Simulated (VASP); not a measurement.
# PbSe (Clausthalite) (Fm-3m) in VASP: notebook

The runs below take PbSe (Clausthalite) through single point, with RPBE+D3(BJ), PBE.

Everything below comes from runs of VASP 6.6.1. Logs are shortened: lines on timing, memory, paths and dates and some standing lists are left out, and cuts for length are marked.

**Experimental background.**

A printed reference work, monograph reports, for a bulk crystal of PbSe: band gap 0.15 eV (direct) at 4.2 K; band gap 0.28 eV (direct) at 300 K.

How close the calculation comes is told below.

## (1) The cell of the first run

The structure is cubic, space group Fm-3m (No. 225). Conventional cell: a = 5.744 Å, b = 5.744 Å, c = 5.744 Å, α = 90.00°, β = 90.00°, γ = 90.00°. Within 3.8 Å of Pb (site symmetry m-3m) lie 6 Se at 2.87 Å. Se (site symmetry m-3m) has 6 Pb at 2.87 Å within 3.8 Å.

## (2) Single point, RPBE+D3(BJ)

File INCAR:

```
PREC = Accurate
ENCUT = 520
EDIFF = 1E-6
ISMEAR = -1
SIGMA = 0.05
LREAL = F
LASPH = T
NELM = 60
ALGO = Normal
ISIF = 2
LWAVE = F
LCHARG = T
GGA = RP
IVDW = 12
LELF = T
LVHAR = T
NBANDS = 17
```

File KPOINTS:

```
regular mesh
0
Gamma
  8 8 8
```

File POSCAR:

```
PbSe
1.0
    0.0000000000      2.8721917098      2.8721917098
    2.8721917098      0.0000000000      2.8721917098
    2.8721917098      2.8721917098      0.0000000000
Pb Se
1 1
Direct
    0.0000000000      0.0000000000      0.0000000000
    0.5000000000      0.5000000000      0.5000000000
```

Potentials or basis: VASP PAW PBE potentials, release 64 (Pb_d, Se).

On the command line:

```
$ cat potpaw_PBE.64/Pb_d/POTCAR potpaw_PBE.64/Se/POTCAR > POTCAR
$ mpirun -np 1 vasp_std > vasp.out
```

OUTCAR:

```text
PREC = Accurate
   ENCUT = 520
   EDIFF = 1E-6
   ISMEAR = -1
   LREAL = F
   LASPH = T
   NELM = 60
   ISIF = 2
   GGA = RP
   IVDW = 12
 IVDW          = 12

 ion  position               nearest neighbor table
   1  0.000  0.000  0.000-   2 2.87   2 2.87   2 2.87   2 2.87   2 2.87   2 2.87
   2  0.500  0.500  0.500-   1 2.87   1 2.87   1 2.87   1 2.87   1 2.87   1 2.87

  LATTYP: Found a face centered cubic cell.
 ALAT       =     5.7443834196

  Lattice vectors:

 A1 = (   0.0000000000,   2.8721917098,   2.8721917098)
 A2 = (   2.8721917098,   0.0000000000,   2.8721917098)
 A3 = (   2.8721917098,   2.8721917098,   0.0000000000)

Analysis of symmetry for initial positions (statically):
=====================================================================
 Subroutine PRICEL returns:
 Original cell was already a primitive cell.

 Routine SETGRP: Setting up the symmetry group for a
 face centered cubic supercell.

 Subroutine GETGRP returns: Found 48 space group operations
 (whereof 48 operations were pure point group operations)
 out of a pool of 48 trial point group operations.

The static configuration has the point symmetry O_h .

Analysis of symmetry for dynamics (positions and initial velocities):
=====================================================================
 Subroutine PRICEL returns:
 Original cell was already a primitive cell.

 Routine SETGRP: Setting up the symmetry group for a
 face centered cubic supercell.

 Subroutine GETGRP returns: Found 48 space group operations
 (whereof 48 operations were pure point group operations)
 out of a pool of 48 trial point group operations.

The dynamic configuration has the point symmetry O_h .

 Subroutine INISYM returns: Found 48 space group operations
 (whereof 48 operations are pure point group operations),
 and found     1 'primitive' translations

----------------------------------------------------------------------------------------

                                     Primitive cell

  volume of cell :      47.3882

  direct lattice vectors                    reciprocal lattice vectors
     0.000000000  2.872191710  2.872191710    -0.174083087  0.174083087  0.174083087
     2.872191710  0.000000000  2.872191710     0.174083087 -0.174083087  0.174083087
     2.872191710  2.872191710  0.000000000     0.174083087  0.174083087 -0.174083087

  length of vectors
     4.061892470  4.061892470  4.061892470     0.301520752  0.301520752  0.301520752

  position of ions in fractional coordinates (direct lattice)
[... 78 lines left out ...]
   NELM   =     60;   NELMIN=  2; NELMDL= -5     # of ELM steps
   EDIFF  = 0.1E-05   stopping-criterion for ELM
   LREAL  =      F    real-space projection
   EDIFFG = 0.1E-04   stopping-criterion for IOM
   NSW    =      0    number of steps for IOM
   IBRION =     -1    ionic relax: 0-MD 1-quasi-New 2-CG
   NFREE  =      0    steps in history (QN), initial steepest desc. (CG)
   ISIF   =      2    stress and relaxation
   ISYM   =      2    0-nonsym 1-usesym 2-fastsym
   POTIM  = 0.5000    time-step for ionic-motion
   TEBEG  =    0.0;   TEEND  =   0.0 temperature during run
   PSTRESS=    0.0 pullay stress
   NELECT =      20.0000    total number of electrons
   NUPDOWN=      -1.0000    fix difference up-down
   EMIN   =  10.00;   EMAX   =-10.00  energy-range for DOS
   EFERMI =   0.00;   METHOD = LEGACY
   ISMEAR =    -1;   SIGMA  =   0.05  broadening in eV -4-tet -1-fermi 0-gaus
   EFERMI_NEDOS =   21; number of points for ismear=-14 and -15
   IALGO  =     38    algorithm
   IMIX   =      4    mixing-type and parameters
     AMIX     =   0.40;   BMIX     =  1.00
     AMIX_MAG =   1.60;   BMIX_MAG =  1.00
  volume/ion in A,a.u.               =      23.69       159.90
  Fermi-wavevector in a.u.,A,eV,Ry     =   1.227990  2.320564 20.517025  1.507959
  Thomas-Fermi vector in A             =   2.362932
   LORBIT       =      0    0 simple, 1 ext, 2 COOP (PROOUT), +10 PAW based schemes
   GGA     = RP    functional components
   LHFCALC =     F    Hartree Fock is set to
   AEXX    =    0.0000 exact exchange contribution
   IVDW    =    12    specifies the selected vdW correction
   LEPSILON=     F    determine dielectric tensor
   LRPA    =     F    only Hartree local field effects (RPA)
 non-spin polarized calculation
  energy-cutoff  :      520.00
  volume of cell :       47.39
 maximum number of plane-waves:      1299
   NGX = 15   NGY = 15   NGZ = 15

 number of electron      19.9999999 magnetization

 Free energy of the ion-electron system (eV)
  ---------------------------------------------------
  ext. energy  EPLUGINS =         0.00000000
  ---------------------------------------------------
  free energy    TOTEN  =        -6.76325429 eV

  energy without entropy =       -6.76317016  energy(sigma->0) =       -6.76321222

 E-fermi :   7.8414     XC(G=0): -10.3293

 val. band max:        7.6069322245   @ k =   0.5000   0.0000   0.0000
 cond. band min:       8.0747860396   @ k =   0.5000   0.0000   0.0000
 fundamental gap:      0.4678538151
 Fermi energy:         7.8413947134

 k-point     1 :       0.0000    0.0000    0.0000
  band No.  band energies     occupation
      1      -9.5660      2.00000
      2      -9.5660      2.00000
      3      -9.5615      2.00000
      4      -9.5615      2.00000
      5      -9.5615      2.00000
      6      -7.6342      2.00000
[... 457 lines left out ...]
      4      -9.5221      2.00000
      5      -9.4888      2.00000
      6      -5.6694      2.00000
[... 9 lines left out ...]
     16      18.7145      0.00000
     17      19.0059      0.00000

 [... further k-points ...]

------------------------ aborting loop because EDIFF is reached ----------------------------------------

 Edisp (eV)   -4.54541

 E8    (eV) :    -3.0711

  FORCE on cell =-STRESS in cart. coord.  units (eV):
  Direction    XX          YY          ZZ          XY          YZ          ZX
  --------------------------------------------------------------------------------------
  -------------------------------------------------------------------------------------
  Total       0.00152     0.00152     0.00152     0.00000     0.00000    -0.00000
  in kB       0.05140     0.05140     0.05140     0.00000     0.00000    -0.00000
  external pressure =        0.05 kB  Pullay stress =        0.00 kB

 VOLUME and BASIS-vectors are now :
 -----------------------------------------------------------------------------
  energy-cutoff  :      520.00
  volume of cell :       47.39
      direct lattice vectors                 reciprocal lattice vectors
     0.000000000  2.872191710  2.872191710    -0.174083087  0.174083087  0.174083087
     2.872191710  0.000000000  2.872191710     0.174083087 -0.174083087  0.174083087
     2.872191710  2.872191710  0.000000000     0.174083087  0.174083087 -0.174083087

 POSITION                                       TOTAL-FORCE (eV/Angst)
 -----------------------------------------------------------------------------------
      0.00000      0.00000      0.00000         0.000000      0.000000     -0.000000
      2.87219      2.87219      2.87219        -0.000000      0.000000      0.000000
 -----------------------------------------------------------------------------------
    total drift:                               -0.000000      0.000000      0.000000

  FREE ENERGIE OF THE ION-ELECTRON SYSTEM (eV)
  ---------------------------------------------------
  free  energy   TOTEN  =       -11.3086609160 eV

  energy  without entropy=      -11.3085767872  energy(sigma->0) =      -11.30861885
```

OSZICAR:

```text
N       E                     dE             d eps       ncg     rms          rms(c)
DAV:   1     0.160335690650E+03    0.16034E+03   -0.96699E+03  1003   0.127E+03
DAV:   2     0.389602461725E+01   -0.15644E+03   -0.15011E+03  1066   0.317E+02
DAV:   3    -0.669065237278E+01   -0.10587E+02   -0.10504E+02  1232   0.901E+01
DAV:   4    -0.693366859021E+01   -0.24302E+00   -0.24278E+00  1250   0.141E+01
DAV:   5    -0.694065403151E+01   -0.69854E-02   -0.69851E-02  1355   0.242E+00    0.375E+00
DAV:   6    -0.676578821297E+01    0.17487E+00   -0.35663E-01  1547   0.507E+00    0.236E+00
DAV:   7    -0.675962722230E+01    0.61610E-02   -0.10547E-01  1325   0.186E+00    0.999E-01
DAV:   8    -0.676303623344E+01   -0.34090E-02   -0.11082E-02  1270   0.124E+00    0.875E-02
DAV:   9    -0.676320296993E+01   -0.16674E-03   -0.76991E-04  1419   0.362E-01    0.744E-02
DAV:  10    -0.676323559883E+01   -0.32629E-04   -0.11677E-04  1216   0.958E-02    0.233E-02
DAV:  11    -0.676325635200E+01   -0.20753E-04   -0.75890E-05  1240   0.978E-02    0.238E-02
DAV:  12    -0.676325429379E+01    0.20582E-05   -0.58783E-06  1183   0.196E-02    0.529E-03
DAV:  13    -0.676325428539E+01    0.84003E-08   -0.16403E-06   916   0.127E-02
   1 F= -.11308661E+02 E0= -.11308619E+02  d E =-.841288E-04
```

stdout:

```text
POSCAR found type information on POSCAR PbSe
 POSCAR found :  2 types and       2 ions
 scaLAPACK will be used
 -----------------------------------------------------------------------------
|                                                                             |
|                                                                             |
|     You enforced a specific xc type in the INCAR file but a different       |
|     I HOPE YOU KNOW WHAT YOU ARE DOING!                                     |
|                                                                             |
 -----------------------------------------------------------------------------

 LDA part: xc-table for (Slater+PW92), standard interpolation
 POSCAR, INCAR and KPOINTS ok, starting setup
 FFT: planning ... GRIDC
 FFT: planning ... GRID_SOFT
 FFT: planning ... GRID
 WAVECAR not read
 entering main loop
```

Run time: 18 s. Hardware: 1 thread of Intel Xeon 6975P-C, shared host; peak memory 0.19 GiB.

What came out:

| Property | Result |
| --- | --- |
| Free energy | -11.3087 eV |
| Pressure | 0.0 GPa |
| Band gap on the k mesh | 0.47 eV, direct |
| Dispersion energy per atom | -2.273 eV |

Caveat: the PAW data sets were made with another functional, which shifts forces and pressure a little; spin-orbit coupling is left out, which moves the levels of the heavy elements.

(Part 1 of 2 ends here.)
